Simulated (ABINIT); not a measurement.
# HfN (P6_3/mmc) in ABINIT: notebook

Aim: see how the results for HfN move with the level of theory and the settings. Levels: PBEsol, LDA. Tasks: band structure.

Program: ABINIT 10.8.3 (patched build). These are calculated values, not measurements. Logs are shortened: lines on timing, memory, paths and dates and some standing lists are left out, and cuts for length are marked. The log counts tension as positive stress, the text compression.

## Step 1: The structure

It takes space group P6_3/mmc (No. 194, hexagonal). The conventional cell has a = 3.134 Å, b = 3.134 Å, c = 5.417 Å, α = 90.00°, β = 90.00°, γ = 120.00°. Hf (site symmetry -6m2) is surrounded by 6 N at 2.26 Å. N (site symmetry -3m) has 6 Hf at 2.26 Å as nearest neighbours.

The cell comes from a database or a generator and needn't be the stable form of this composition.

## Step 2: Band structure, PBEsol

run.abi reads:

```
ndtset 2

pp_dirpath "./"
pseudos "Hf.upf, N.upf"

acell 3.1339080219 3.1339080219 5.41676772 Angstrom
rprim
     1.0000000000     0.0000000000     0.0000000000
    -0.5000000000     0.8660254038     0.0000000000
     0.0000000000     0.0000000000     1.0000000000
ntypat 2
znucl 72 7
natom 4
typat 1 1 2 2
xred
     0.3333333333     0.6666666667     0.2500000000
     0.6666666667     0.3333333333     0.7500000000
     0.0000000000     0.0000000000     0.5000000000
     0.0000000000     0.0000000000     0.0000000000

ecut 1142.878222 eV

ixc -116133

occopt 3
tsmear 0.00183747

nstep 100

iomode 3
prtwf 0
prteig 0
prtebands 0
prtden1 1

kptopt1 1
ngkpt1 10 10 5
nshiftk1 1
shiftk1 0.0 0.0 0.0
nband1 21
tolvrs1 1.0e-10

iscf2 -2
getden2 1
nband2 27
nbdbuf2 4
tolwfr2 1.0e-11
kptopt2 -7
ndivsm2 6
prteig2 1
prtvol2 -3
kptbounds2
     0.0000000000     0.0000000000     0.0000000000
     0.5000000000     0.0000000000     0.0000000000
     0.3333333333     0.3333333333     0.0000000000
     0.0000000000     0.0000000000     0.0000000000
     0.0000000000     0.0000000000     0.5000000000
     0.5000000000     0.0000000000     0.5000000000
     0.3333333333     0.3333333333     0.5000000000
     0.0000000000     0.0000000000     0.5000000000
```

Potentials or basis: PseudoDojo NC SR PBEsol v0.4.1 standard.

Run with:

```bash
> mpirun --bind-to none -np 4 abinit run.abi > log 2>&1
```

run.abo:

```text
.Version 10.8.3 of ABINIT
 DATASET    1 : space group P6_3/m m c (#194); Bravais hP (primitive hexag.)
================================================================================
 Values of the parameters that define the memory need for DATASET  1.
     intxc =       0    ionmov =       0      iscf =       7    lmnmax =       8
     lnmax =       8     mgfft =      60  mpssoang =       4    mqgrid =    3001
     natom =       4  nloc_mem =       1    nspden =       1   nspinor =       1
    nsppol =       1      nsym =      24    n1xccc =    2501    ntypat =       2
    occopt =       3   xclevel =       2
       mpw =        4066          nfft =       77760          nkpt =          42
================================================================================
================================================================================

 DATASET    2 : space group P6_3/m m c (#194); Bravais hP (primitive hexag.)
================================================================================
 Values of the parameters that define the memory need for DATASET  2.
     intxc =       0    ionmov =       0      iscf =      -2    lmnmax =       8
     lnmax =       8     mgfft =      60  mpssoang =       4    mqgrid =    3001
     natom =       4  nloc_mem =       1    nspden =       1   nspinor =       1
    nsppol =       1      nsym =      24    n1xccc =    2501    ntypat =       2
    occopt =       3   xclevel =       2
       mpw =        4070          nfft =       77760          nkpt =          73
================================================================================
================================================================================

--------------------------------------------------------------------------------
------------- Echo of variables that govern the present computation ------------
--------------------------------------------------------------------------------
 -outvars: echo values of preprocessed input variables --------
            acell      5.9222278652E+00  5.9222278652E+00  1.0236207478E+01 Bohr
              amu      1.78490000E+02  1.40067400E+01
             ecut      4.20000000E+01 Hartree
           getden1          0
           getden2          1
             iscf1          7
             iscf2         -2
              ixc     -116133
           jdtset        1    2
           kptopt1          1
           kptopt2         -7
         kptrlatt       10    0    0      0   10    0      0    0    5
          kptrlen1     5.11810374E+01
          kptrlen2     3.00000000E+01
            natom           4
            nband1         21
[... 1019 lines left out ...]
 reduced coordinates (array xred) for    4 atoms
       0.333333333333      0.666666666667      0.250000000000
       0.666666666667      0.333333333333      0.750000000000
       0.000000000000      0.000000000000      0.500000000000
       0.000000000000      0.000000000000      0.000000000000

 cartesian coordinates (angstrom) at end:
    1     -0.00000000000000     1.80936264009200     1.35419193000000
    2      1.56695401095000     0.90468132004600     4.06257579000000
    3      0.00000000000000     0.00000000000000     2.70838386000000
    4      0.00000000000000     0.00000000000000     0.00000000000000
 length scales=  5.922227865176  5.922227865176 10.236207478458 bohr
              =  3.133908021900  3.133908021900  5.416767720000 angstroms
 Eigenvalues (hartree) for nkpt=  73  k points:
 kpt#   1, nband= 27, wtk=  1.00000, kpt=  0.0000  0.0000  0.0000 (reduced coord)
  -1.79686   -1.79509   -0.67076   -0.63865   -0.63497   -0.63497   -0.63273   -0.63273
  -0.13562   -0.02647    0.17368    0.31702    0.31702    0.36004    0.36004    0.42825
   0.46844    0.51778    0.51778    0.53063    0.55917    0.55917    0.56711    0.69805
   0.69805    0.76317    0.76901
 kpt#   2, nband= 27, wtk=  1.00000, kpt=  0.0417  0.0000  0.0000 (reduced coord)
  -1.79682   -1.79506   -0.67052   -0.63867   -0.63554   -0.63516   -0.63329   -0.63278
  -0.13436   -0.02706    0.17540    0.31333    0.31796    0.35818    0.35845    0.42607
   0.47028    0.50660    0.51976    0.53586    0.56190    0.56400    0.57915    0.69549
   0.69780    0.74123    0.77336
 kpt#   3, nband= 27, wtk=  1.00000, kpt=  0.0833  0.0000  0.0000 (reduced coord)
  -1.79671   -1.79499   -0.66983   -0.63873   -0.63722   -0.63568   -0.63490   -0.63294
  -0.13067   -0.02879    0.18038    0.30346    0.32069    0.35301    0.35363    0.42099
   0.47503    0.48687    0.52568    0.55031    0.56964    0.57707    0.60187    0.68834
   0.69716    0.71942    0.76717
 kpt#   4, nband= 27, wtk=  1.00000, kpt=  0.1250  0.0000  0.0000 (reduced coord)
  -1.79653   -1.79487   -0.66871   -0.63992   -0.63885   -0.63735   -0.63647   -0.63322
[... 334 lines left out ...]
  -1.79585   -1.79585   -0.65527   -0.65527   -0.63567   -0.63567   -0.63431   -0.63431
  -0.08653   -0.08653    0.27372    0.27372    0.32417    0.32417    0.33068    0.33068
   0.54274    0.54274    0.57596    0.57596    0.59635    0.59635    0.63503    0.63503
   0.66474    0.66475    0.67242
 kpt#  72, nband= 27, wtk=  1.00000, kpt=  0.0238  0.0238  0.5000 (reduced coord)
  -1.79595   -1.79595   -0.65540   -0.65540   -0.63432   -0.63432   -0.63397   -0.63397
  -0.08814   -0.08814    0.27287    0.27287    0.32856    0.32856    0.33026    0.33026
   0.55527    0.55527    0.58434    0.58434    0.59697    0.59697    0.61876    0.61876
   0.65518    0.65531    0.65645
 kpt#  73, nband= 27, wtk=  1.00000, kpt=  0.0000  0.0000  0.5000 (reduced coord)
  -1.79598   -1.79598   -0.65544   -0.65544   -0.63385   -0.63385   -0.63385   -0.63385
  -0.08869   -0.08869    0.27257    0.27257    0.33010    0.33010    0.33010    0.33010
   0.55942    0.55942    0.59826    0.59826    0.59826    0.59826    0.60157    0.60157
   0.65132    0.65132    0.65132

== END DATASET(S) ==============================================================
================================================================================

 -outvars: echo values of variables after computation  --------
            acell      5.9222278652E+00  5.9222278652E+00  1.0236207478E+01 Bohr
           etotal1    -1.3371158882E+02
            fcart1     2.2733380786E-29 -3.0187784087E-28 -0.0000000000E+00
                      -6.8200142357E-29  2.7562759383E-28 -0.0000000000E+00
                       2.2733380786E-29  1.3125123516E-29 -0.0000000000E+00
                       2.2733380786E-29  1.3125123516E-29 -0.0000000000E+00
            rprim      1.0000000000E+00  0.0000000000E+00  0.0000000000E+00
                      -5.0000000000E-01  8.6602540380E-01  0.0000000000E+00
                       0.0000000000E+00  0.0000000000E+00  1.0000000000E+00
           strten1     1.0365133405E-04  1.0365133335E-04  1.3187830019E-04
                       0.0000000000E+00  0.0000000000E+00  0.0000000000E+00
           xangst     -5.3419797728E-17  1.8093626401E+00  1.3541919300E+00
                       1.5669540109E+00  9.0468132005E-01  4.0625757900E+00
                       0.0000000000E+00  0.0000000000E+00  2.7083838600E+00
                       0.0000000000E+00  0.0000000000E+00  0.0000000000E+00
             xred      3.3333333333E-01  6.6666666667E-01  2.5000000000E-01
                       6.6666666667E-01  3.3333333333E-01  7.5000000000E-01
                       0.0000000000E+00  0.0000000000E+00  5.0000000000E-01
                       0.0000000000E+00  0.0000000000E+00  0.0000000000E+00
 Calculation completed.
```

It took 75 s on 4 MPI ranks of Arm Neoverse V1, shared host; peak memory 0.44 GiB.

What came out:

| Quantity | Value |
| --- | --- |
| Free energy | -3638.4777 eV |
| Pressure | -3.3 GPa |
| Band gap on the k mesh | none (metal or under the smearing width) |
| Valence electrons inside the program's atomic spheres | Hf 8.44; N 5.21 |

Stress tensor (GPa, compression positive):
```
-3.05  0.00  0.00
 0.00 -3.05  0.00
 0.00  0.00 -3.88
```

Levels at the corners of the path, in eV from the Fermi level:
| point | band 13 | band 14 | band 15 | band 16 | band 17 | band 18 | band 19 | band 20 | band 21 | band 22 |
| --- | --- | --- | --- | --- | --- | --- | --- | --- | --- | --- |
| Γ | -4.81 | -3.64 | -3.64 | -1.78 | -0.69 | 0.66 | 0.66 | 1.01 | 1.78 | 1.78 |
| M | -5.86 | -5.56 | -3.32 | -2.87 | -2.49 | 2.38 | 2.69 | 4.38 | 4.61 | 5.45 |
| K | -6.09 | -5.94 | -5.94 | -3.35 | 0.06 | 0.06 | 4.24 | 4.24 | 4.27 | 4.71 |
| Γ | -4.81 | -3.64 | -3.64 | -1.78 | -0.69 | 0.66 | 0.66 | 1.01 | 1.78 | 1.78 |
| A | -4.45 | -4.45 | -4.45 | -4.45 | 1.79 | 1.79 | 2.85 | 2.85 | 2.85 | 2.85 |
| L | -5.55 | -5.55 | -4.54 | -4.54 | -0.33 | -0.33 | 4.67 | 4.67 | 4.75 | 4.75 |
| H | -5.05 | -5.05 | -4.44 | -4.44 | 0.46 | 0.46 | 2.96 | 2.96 | 5.82 | 5.82 |
| A | -4.45 | -4.45 | -4.45 | -4.45 | 1.79 | 1.79 | 2.85 | 2.85 | 2.85 | 2.85 |

Caveat: spin-orbit coupling is left out, which moves the levels of the heavy elements.

## Step 3: Band structure, LDA

run.abi: that of step 2 with these lines changed.

```diff
@@ -3,3 +3,3 @@
 pp_dirpath "./"
-pseudos "Hf.upf, N.upf"
+pseudos "Hf.LDA_PW-JTH.xml, N.LDA_PW-JTH.xml"
 
@@ -20,5 +20,6 @@
 
-ecut 1142.878222 eV
+ecut 707.496042 eV
+pawecutdg 48.0
 
-ixc -116133
+ixc 7
 
@@ -40,3 +41,3 @@
 nband1 21
-tolvrs1 1.0e-10
+tolvrs1 1.0e-9
```

Potentials or basis: JTH PAW LDA v2.0.

Run with:

```bash
> mpirun --bind-to none -np 4 abinit run.abi > log 2>&1
```

It took 50 s on 4 MPI ranks of Arm Neoverse V1, shared host; peak memory 0.44 GiB.

The run converged. Its results:

```
Free energy                                           : -3290.4245 eV
Pressure                                              : -10.8 GPa
Band gap on the k mesh                                : none (metal or under the smearing width)
Valence electrons inside the program's atomic spheres : Hf 9.69; N 2.56
```

Stress tensor (GPa, compression positive):
```
-10.58   0.00   0.00
  0.00 -10.58   0.00
  0.00   0.00 -11.17
```

Levels at the corners of the path, in eV from the Fermi level:
```csv
point,band 13,band 14,band 15,band 16,band 17,band 18,band 19,band 20,band 21,band 22
Γ,-4.78,-3.63,-3.63,-1.76,-0.71,0.62,0.62,1.11,1.73,1.73
M,-5.81,-5.53,-3.29,-2.85,-2.46,2.39,2.72,4.35,4.54,5.40
K,-6.05,-5.89,-5.89,-3.33,0.07,0.07,4.19,4.19,4.25,4.71
Γ,-4.78,-3.63,-3.63,-1.76,-0.71,0.62,0.62,1.11,1.73,1.73
A,-4.43,-4.43,-4.43,-4.43,1.77,1.77,2.81,2.81,2.81,2.81
L,-5.52,-5.52,-4.52,-4.52,-0.31,-0.31,4.65,4.65,4.70,4.70
H,-5.02,-5.02,-4.38,-4.38,0.47,0.47,2.93,2.93,5.75,5.75
A,-4.43,-4.43,-4.43,-4.43,1.77,1.77,2.81,2.81,2.81,2.81
```

Caveat: spin-orbit coupling is left out, which moves the levels of the heavy elements.

## Step 4: For comparison

An earlier run on the cell as given: functional PBEsol; potentials or basis PseudoDojo NC SR PBEsol v0.4.1 standard; cutoff 1143 eV; k mesh 10 × 10 × 5; occupations fermi-dirac, width 0.05 eV; no spin polarisation.

* Pressure: -3.3 GPa
* Band gap on the k mesh: none (metal or under the smearing width)
* Valence electrons inside the program's atomic spheres: Hf 8.44; N 5.21

## Step 5: The runs side by side

| task | level | potentials or basis | cutoff (eV) | fine-grid cutoff | gap on the mesh (eV) | pressure (GPa) |
| --- | --- | --- | --- | --- | --- | --- |
| band structure | PBEsol | PseudoDojo NC SR PBEsol v0.4.1 standard | 1143 | - | none | -3.3 |
| band structure | LDA | JTH PAW LDA v2.0 | 707 | 1306.15 eV | none | -10.8 |
| single point | PBEsol | PseudoDojo NC SR PBEsol v0.4.1 standard | 1143 | - | none | -3.3 |

Alike in all rows: no spin polarisation; cell as given; k mesh 10 × 10 × 5; smearing fermi-dirac 0.05 eV.

Caveats: spin-orbit coupling is left out, which moves the levels of the heavy elements (some runs).

Absolute energies hang on the potentials; compare differences alone.
